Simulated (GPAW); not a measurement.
The system is Al2Cu.

```xyz
3
Lattice="4.1052 0.0000 0.0000 0.0000 4.1052 0.0000 0.0000 0.0000 2.8913" Properties=species:S:1:pos:R:3 pbc="T T T"
Cu    0.0000    0.0000    0.0000
Al    0.0000    2.0526    1.4457
Al    2.0526    0.0000    1.4457
```

The cell comes from a database or a generator and needn't be the stable form of this composition.

- Program: GPAW 26.7.0
- Task: relaxation of cell and atoms
- Functional: PBEsol
- Dispersion: D3(BJ)+ATM
- Potentials or basis: PAW data sets generated in the run's folder for this functional
- Cutoff: 600 eV
- Basis: pw
- k mesh: 6 × 6 × 8
- Occupations: fermi-dirac, width 0.05 eV
- Spin: no spin polarisation

At the start: pressure -4.5 GPa; volume 16.24 Å³/atom.

Where does the relaxation end?

Over 8 steps the energy falls by 16.4 meV/atom and the volume is 15.48 Å³/atom (-4.7 %); space group P4/mmm (No. 123, to 0.05 Å).

Step by step:
| step | energy change (eV) | largest force (eV/Å) | pressure (GPa) | volume (Å³) |
| --- | --- | --- | --- | --- |
| 1 | 0.0000 | 0.0000 | -4.54 | 48.73 |
| 2 | -0.0089 | 0.0000 | -3.99 | 48.41 |
| 3 | -0.0391 | 0.0000 | 0.67 | 46.07 |
| 4 | -0.0399 | 0.0000 | 0.30 | 46.24 |
| 5 | -0.0421 | 0.0000 | -0.23 | 46.48 |
| 6 | -0.0465 | 0.0000 | -0.96 | 46.80 |
| 7 | -0.0483 | 0.0000 | -0.76 | 46.72 |
| 8 | -0.0491 | 0.0000 | -0.13 | 46.44 |

Final structure:
```cif
data_structure
_symmetry_space_group_name_H-M 'P 1'
_symmetry_Int_Tables_number 1
_cell_length_a 4.0906
_cell_length_b 4.0906
_cell_length_c 2.7752
_cell_angle_alpha 90.000
_cell_angle_beta 90.000
_cell_angle_gamma 90.000
_cell_volume 46.44
loop_
_atom_site_label
_atom_site_type_symbol
_atom_site_fract_x
_atom_site_fract_y
_atom_site_fract_z
_atom_site_occupancy
Cu1 Cu 0.00000 0.00000 0.00000 1
Al1 Al 0.00000 0.50000 0.50000 1
Al2 Al 0.50000 0.00000 0.50000 1
```

Caveat: with this Cu data set, volumes or pressures lay over 1.5 % or 2 GPa off other programs in two to four cells of ten; later steps reuse the first step's grids; pairwise dispersion overbinds metals, which lowers pressure and volume.
